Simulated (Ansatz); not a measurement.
# CoO: the cost of one run

Method: DFT PBEsol, scalar-relativistic, plane waves, PAW, in Ansatz 0.2.0.

3 further runs of the same task are left out: 1 that didn't finish, 2 set aside as unsound or not needed.

### 1 The starting structure

The structure is cubic, space group Fm-3m (No. 225). Conventional cell: a = 4.263 Å, b = 4.263 Å, c = 4.263 Å, α = 90.00°, β = 90.00°, γ = 90.00°. Co (site symmetry m-3m) is surrounded by 6 O at 2.13 Å. Around O (site symmetry m-3m) lie 6 Co at 2.13 Å.

Structure file:

```
Co O
1.0
     0.00000    2.13150    2.13150
     2.13150    0.00000    2.13150
     2.13150    2.13150    0.00000
Co O
1 1
Direct
  0.00000 0.00000 0.00000
  0.50000 0.50000 0.50000
```

Source of the structure: the Crystallography Open Database.

(A quick probe on a coarse mesh, which set the mesh and smearing, is not shown.)

### 3 Rough relaxation on the coarse mesh

The input, input.yaml:

```yaml
crystal:
  lattice:
    - [0.0, 2.1315, 2.1315]
    - [2.1315, 0.0, 2.1315]
    - [2.1315, 2.1315, 0.0]
  atoms:
    - { symbol: Co, position: [0.0, 0.0, 0.0], spin: 2.74 }
    - { symbol: O, position: [0.5, 0.5, 0.5], spin: 0.37 }
basis:
  ecutwfc: 420
kpoints:
  mp_grid: { grid: [8, 8, 8] }
hamiltonian:
  xc: pbesol
scf:
  occupations: { method: gaussian, width: 0.1 }
output:
  forces: true
  stress: true
  eigenvalues: true
  populations: true
magnetization:
  spin_polarized: true
relax:
  adjacent_minimum: "off"
  f_tol: 0.05
  max_steps: 80
  cell: { stress_tol: 0.5 }
```

Run with:

```
> ansatz run input.yaml --threads 2 --pin off --max-ram 5120MiB --backend cpu --events-out ev --progress --plain --runs-dir out
```

Q: Estimate wall time and peak memory on 2 threads of Intel Xeon 6975P-C (Granite Rapids), shared host.

About 4 s, with a peak of 0.37 GiB.
